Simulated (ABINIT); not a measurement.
This ABINIT 10.8.3 (patched build) run on In needs a look.

Contents of run.abi:

```
# Pseudopotentials
pp_dirpath "./"
pseudos "In.GGA_PBE-JTH.xml"

# Structure
acell 3.376906444 3.376906444 3.376906444 Angstrom
rprim
    -0.4813488401     0.4813488401     0.7325343598
     0.4813488401    -0.4813488401     0.7325343598
     0.4813488401     0.4813488401    -0.7325343598
ntypat 1
znucl 49
natom 1
typat 1
xred
     0.0000000000     0.0000000000     0.0000000000

# Plane-wave basis
ecut 22.0
pawecutdg 44.0
pawxcdev 0

# k points
kptopt 1
ngkpt 11 11 11
nshiftk 1
shiftk 0.0 0.0 0.0

# Exchange and correlation
ixc 11

# Bands and occupations
nband 11
occopt 3
tsmear 0.05 eV

# SCF cycle
nstep 75

# Output
iomode 3
prtwf 0
prtden 0
prteig 0
prtebands 0
enunit 2
```

Potentials or basis: JTH PAW PBE v2.0.

The run is started by

```console
$ abinit run.abi > log 2>&1
```

run.abo:

```text
.Version 10.8.3 of ABINIT
 Symmetries : space group I4/m m m (#139); Bravais tI (body-center tetrag.)
================================================================================
 Values of the parameters that define the memory need of the present run
     intxc =       0    ionmov =       0      iscf =      17    lmnmax =      18
     lnmax =       6     mgfft =      30  mpssoang =       3    mqgrid =    3001
     natom =       1  nloc_mem =       2    nspden =       1   nspinor =       1
    nsppol =       1      nsym =      16    n1xccc =       1    ntypat =       1
    occopt =       3   xclevel =       2
       mpw =         894          nfft =       27000          nkpt =         126
[... 45 lines left out ...]

 chkinp: Checking input parameters for consistency.

--- !ERROR
message: |
    For the SCF case, one and only one of the input tolerance criteria
    toldff, tolrff, toldfe, toldmag or tolvrs must differ from zero, while they are
    toldff=  0.000000E+00, tolrff=  0.000000E+00, toldfe=  0.000000E+00
[... 1 line left out ...]
    Action: change your input file and resubmit the job.
...

Checking consistency of input data against itself revealed some problem(s).
So, stopping. The details of the problem(s) are given in the error file or the standard output file (= "log" file).
In parallel, the details might not even be printed there. Then, try running in sequential to see the details.

--- !ERROR
message: |
    Checking consistency of input data against itself gave 1 inconsistency.
    The details of the problem can be FOUND ABOVE (or in output or log file).
    In parallel, the details might not even be printed there. Then, try running in sequential to see the details.
...
```

Q: How did it end, and where is the flaw?

A: The program refused the input. The input holds a flaw that was put in on purpose: no stopping criterion (tolvrs = left out).
